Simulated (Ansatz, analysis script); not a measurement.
# Free-standing square Ru monolayer, spacing 3.069 Å: E(q) by the generalised Bloch theorem

Wanted: E(q) and the moments of a free-standing square Ru monolayer, spacing 3.069 Å along a path through the zone.

Calculated with Ansatz 0.2.0; PBE, PAW set soft_1.

This is a report of a sequence of runs, with most program output left out.

**1. The starting structure**

The cell holds 1 atom: 1 Ru. Its edges and angles: a = 3.069 Å, b = 3.069 Å, c = 14.000 Å, α = 90.0°, β = 90.0°, γ = 90.0°. An idealised lattice of chosen spacing, in vacuum. Vacuum lies along c.

**2. The collinear state**

A collinear run comes first: it shows whether moments survive, and how large they are.

The input, input.yaml:

```yaml
crystal:
  lattice:
    - [3.069, 0.0, 0.0]
    - [0.0, 3.069, 0.0]
    - [0.0, 0.0, 14.0]
  atoms:
    - { symbol: Ru, position: [0.0, 0.0, 0.5], spin: 1.5 }
magnetization:
  spin_polarized: true
kpoints:
  mp_grid: { grid: [7, 7, 1] }
hamiltonian:
  xc: pbe
  pseudopotentials: { kind: paw, azcp: { folder: soft_1 } }
scf:
  occupations: { method: cold, width: 0.1 }
  max_iter: 120
  convergence: { dr2_threshold: 1.0e-08 }
  lower_state_search: "off"
```

Run with:

```
ansatz run input.yaml --threads 4 --pin off --max-ram 8192MiB --backend cpu --events-out ev --progress --plain --runs-dir out
```

Run time: 0.73 s. Hardware: 4 threads of Arm Neoverse V2, shared host; peak memory 0.36 GiB.

Spin moment in the atom's sphere by atom:

```
atom  spin moment in the atom's sphere (μB)
 Ru1                                   2.49
```

The run ends ferromagnetic, with a net moment of 2.69 μB a cell. With one Ru atom carrying the moment, parallel order of its images is forced by the cell, not found.

**3. The same state on a denser mesh**

Levels at the Fermi energy are partly filled, so moments and energy differences can hang on the k-mesh, and the state is solved again on a denser one.

input.yaml, the sections that differ from step 2:

```yaml
crystal:
  lattice:
    - [3.069, 0.0, 0.0]
    - [0.0, 3.069, 0.0]
    - [0.0, 0.0, 14.0]
  atoms:
    - { symbol: Ru, position: [0.0, 0.0, 0.5], spin: 2.49 }
kpoints:
  mp_grid: { grid: [18, 18, 1] }
basis:
  ecutwfc: 420.0
checkpoint:
  read: start
  write: ck
  compress: false
  write_wavefunctions: false
  write_every: 100000
# magnetization, hamiltonian, scf: as in step 2
```

The job ended after 1.8 s (4 threads; peak memory 0.5 GiB; 6.4 s of CPU time).

Spin moment in the atom's sphere by atom:

```
atom  spin moment in the atom's sphere (μB)
 Ru1                                   2.51
```

The run ends ferromagnetic, with a net moment of 2.73 μB a cell, against 2.69 μB on the first mesh.

Each spiral starts from these moments, tilted 90° from the rotation axis z (a flat spiral); sizes are free, while the program holds flat spirals in their plane. Spin–orbit coupling is switched off, so the energy does not depend on how the axis lies in the crystal. The folder named start holds the saved collinear state, from which each run begins.

The runs on spinors take the mesh 20×20×1.

**4. q = (0, 0, 0)**

The reference is the same input at q = 0, so that basis and exchange-correlation form match those at other q. Every q is chosen so that q/2 is a mesh vector: every spiral then samples the k-points of q = 0, and much mesh noise cancels.

input.yaml, the sections that differ from step 3:

```yaml
crystal:
  lattice:
    - [3.069, 0.0, 0.0]
    - [0.0, 3.069, 0.0]
    - [0.0, 0.0, 14.0]
  atoms:
    - { symbol: Ru, position: [0.0, 0.0, 0.5], spin: 2.51, spin_axis: [1.0, 0.0, 0.0] }
kpoints:
  mp_grid: { grid: [20, 20, 1] }
magnetization:
  noncollinear: true
  spin_spiral: { q: [0.0, 0.0, 0.0] }
checkpoint:
  read: start
# hamiltonian, scf, basis: as in step 3
```

Run with:

```
ansatz run input.yaml --threads 1 --pin off --max-ram 2048MiB --backend cpu --events-out ev --progress --plain --runs-dir out
```

Elapsed: 27 s, on 1 thread; peak memory 0.68 GiB.

The largest moment is 2.52 μB, against 2.51 μB in the collinear run.

**5. q = (0, 0.1, 0)**

Only q changes. The cell stays that of the crystal, since the generalised Bloch theorem carries the rotation from cell to cell.

input.yaml: that of step 4 with these lines changed.

```diff
@@ -21,3 +21,3 @@
   noncollinear: true
-  spin_spiral: { q: [0.0, 0.0, 0.0] }
+  spin_spiral: { q: [0.0, 0.1, 0.0] }
 checkpoint:
```

Elapsed: 53 s, on 1 thread; peak memory 0.94 GiB.

The energy of the cell lies 4.23 meV above that at q = 0, and the largest moment is 2.51 μB against 2.52 μB.

**6. q = (0, 0.2, 0)**

input.yaml: that of step 5 with these lines changed.

```diff
@@ -21,3 +21,3 @@
   noncollinear: true
-  spin_spiral: { q: [0.0, 0.1, 0.0] }
+  spin_spiral: { q: [0.0, 0.2, 0.0] }
 checkpoint:
```

Wall time 58 s (1 thread); peak memory 0.94 GiB.

The energy of the cell lies 18.2 meV above that at q = 0, and the largest moment is 2.51 μB against 2.52 μB.

**7. q = (0.2, 0.2, 0)**

input.yaml: that of step 6 with these lines changed.

```diff
@@ -21,3 +21,3 @@
   noncollinear: true
-  spin_spiral: { q: [0.0, 0.2, 0.0] }
+  spin_spiral: { q: [0.2, 0.2, 0.0] }
 checkpoint:
```

Wall time 57 s (1 thread); peak memory 0.91 GiB.

The energy of the cell lies 35.6 meV above that at q = 0, and the largest moment is 2.46 μB against 2.52 μB.

**8. q = (0.4, 0.4, 0)**

input.yaml: that of step 7 with these lines changed.

```diff
@@ -21,3 +21,3 @@
   noncollinear: true
-  spin_spiral: { q: [0.2, 0.2, 0.0] }
+  spin_spiral: { q: [0.4, 0.4, 0.0] }
 checkpoint:
```

Wall time 11 min (1 thread); peak memory 0.92 GiB.

The run ended without a converged, accepted state, and no result is taken from it.

**9. q = (0.5, 0.5, 0)**

input.yaml: that of step 8 with these lines changed.

```diff
@@ -21,3 +21,3 @@
   noncollinear: true
-  spin_spiral: { q: [0.4, 0.4, 0.0] }
+  spin_spiral: { q: [0.5, 0.5, 0.0] }
 checkpoint:
```

Run time: 58 s. Hardware: 1 thread; peak memory 0.95 GiB.

The energy of the cell lies 256 meV above that at q = 0, and the largest moment is 2.14 μB against 2.52 μB.

The other 7 runs of this kind were made alike; their results stand in the table below.

**10. Side runs that gave no result**

| changed | outcome |
| --- | --- |
| scf.conv_thr | refused or stopped by the program |

**11. Analysis**

```
q (reciprocal lattice)  path length (1/Å)  E(q) − E(0) (meV a magnetic atom)  |m| Ru no. 1 (μB)
             (0, 0, 0)              0.000                               0.00               2.52
           (0, 0.1, 0)              0.205                               4.23               2.51
           (0, 0.2, 0)              0.409                              18.19               2.51
           (0, 0.4, 0)              0.819                              90.76               2.35
           (0, 0.5, 0)              1.024                             118.91               2.29
         (0.1, 0.5, 0)              1.228                             126.18               2.27
         (0.2, 0.5, 0)              1.433                             146.41               2.22
         (0.4, 0.5, 0)              1.843                             237.19               2.17
         (0.5, 0.5, 0)              2.047                             256.35               2.14
         (0.3, 0.3, 0)              2.626                             114.26               2.35
         (0.2, 0.2, 0)              2.916                              35.58               2.46
         (0.1, 0.1, 0)              3.205                               9.03               2.51
             (0, 0, 0)              3.495                               0.00               2.52
```

**12. Exchange couplings from E(q)**

For rigid moments E(q) is a sum of cosines over neighbour shells, so a fit gives the couplings, and from them an ordering temperature.

E = −Σ J e·e over ordered pairs (each pair twice, J > 0 for parallel moments) is fitted to 11 points (copies by symmetry counted).

The fitted shells:

```
 pair  distance (Å)  neighbours a magnetic atom  J (meV)
Ru-Ru         3.069                           4    32.53
Ru-Ru          4.34                           4   -1.515
Ru-Ru         6.138                           4   -6.713
Ru-Ru         6.862                           8  -0.2234
Ru-Ru          8.68                           4   0.6692
```

This step gave:

```yaml
r_m_s_miss_of_the_fit: 2.683 meV
ordering_temperature_mean_field: 758.9 K
wavevector_of_the_mean_field_order: 0, 0, 0 reciprocal lattice
```

**13. Summary of results**

- lowest point with a result: q = 0
- highest point with a result: 256 meV a magnetic atom
- J of the nearest shell: 32.5 meV
- mean-field temperature: 759 K

What this shows: No spiral that was run lies below the ferromagnetic state at q = 0, and winding the moments costs up to 256 meV a magnetic atom. The moments change by at most 16 % from their size at q = 0, a modest change. The fit misses by 1.0 % of the energy range, so the shells describe the path well, though few points can't fix distant couplings. In a sheet or chain isotropic couplings alone give no order above 0 K (Mermin and Wagner), so the mean-field number is only an energy scale. The temperatures are those of classical unit spins, and mean field runs high. Points of the path without a result: 1. They can lie above or below those tabled. The 13 spiral runs took 26 min of wall time, added up. The cell was taken as built, with atoms unrelaxed. In doubt: the program's search for lower states was switched off, so a lower magnetic state than those reached may exist.

[Logs and program files are shortened in this print: banners, set-up blocks, solver, clock and traceback lines can be left out without a mark of their own.]

[Logs are printed without paths, hosts, clocks, repeated set-up lines and the standing remarks that a program may print on its own settings, such as how far it seeks lower states.]

[Hosts, paths, dates, database ids (printed as entryN), source tags and the programs' standing remarks are cut or masked in the printed files.]
